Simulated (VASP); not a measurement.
Input of a VASP 6.6.1 run:

The input INCAR:

```
PREC     = Accurate       # precision mode
ENCUT    = 600            # plane-wave cutoff, eV
EDIFF    = 1E-6           # SCF threshold, eV
ISMEAR   = -1             # smearing method
SIGMA    = 0.05           # smearing width, eV
LREAL    = F              # projectors in reciprocal space
LASPH    = T              # aspherical terms in the spheres
NELM     = 60             # most SCF steps
ALGO     = Fast           # electronic algorithm
ISIF     = 3              # what is computed and relaxed
LWAVE    = F              # write WAVECAR
LCHARG   = F              # write CHGCAR
GGA      = B5             # functional
ALDAX    = 1.0          
AGGAX    = 1.0          
AGGAC    = 1.0          
ALDAC    = 0.0          
IBRION   = 2              # ionic algorithm
NSW      = 60             # ionic steps
EDIFFG   = -0.02          # ionic threshold
```

Contents of KPOINTS:

```
Automatic mesh
0
Gamma
  6 6 3
```

Contents of POSCAR:

```
Ge
1.0
    3.9975858431      0.0000000000      0.0000000000
   -1.9987929216      3.4620108940      0.0000000000
    0.0000000000      0.0000000000      6.5993779500
Ge
4
Direct
    0.3333333333      0.6666666667      0.9370987500
    0.6666666667      0.3333333333      0.4370987500
    0.3333333333      0.6666666667      0.5629012500
    0.6666666667      0.3333333333      0.0629012500
```

Potentials or basis: VASP PAW PBE potentials, release 64 (Ge_d).

Launch:

```console
$ cat potpaw_PBE.64/Ge_d/POTCAR > POTCAR
$ mpirun -np 1 vasp_std > vasp.out
```

Problem. Estimate the relaxed cell.

Solution. a = 4.152 Å, b = 4.152 Å, c = 6.841 Å, α = 90.00°, β = 90.00°, γ = 120.00°.

Problem. What does it give for the band gap on the k mesh?

Solution. 0.08 eV, indirect (least direct gap 0.21 eV).

Problem. What does it give for the space group after relaxing (to 0.05 Å)?

Solution. P6_3/mmc (No. 194).

Problem. Estimate the relaxed volume.

Solution. 25.53 Å³/atom.

Stress tensor (GPa, compression positive):
```
 0.11  0.00  0.00
 0.00  0.11  0.00
 0.00  0.00 -0.11
```

Caveat: the PAW data sets were made with another functional, which shifts forces and pressure a little; an odd mesh through Γ misses points on the zone boundary, where band edges often lie.
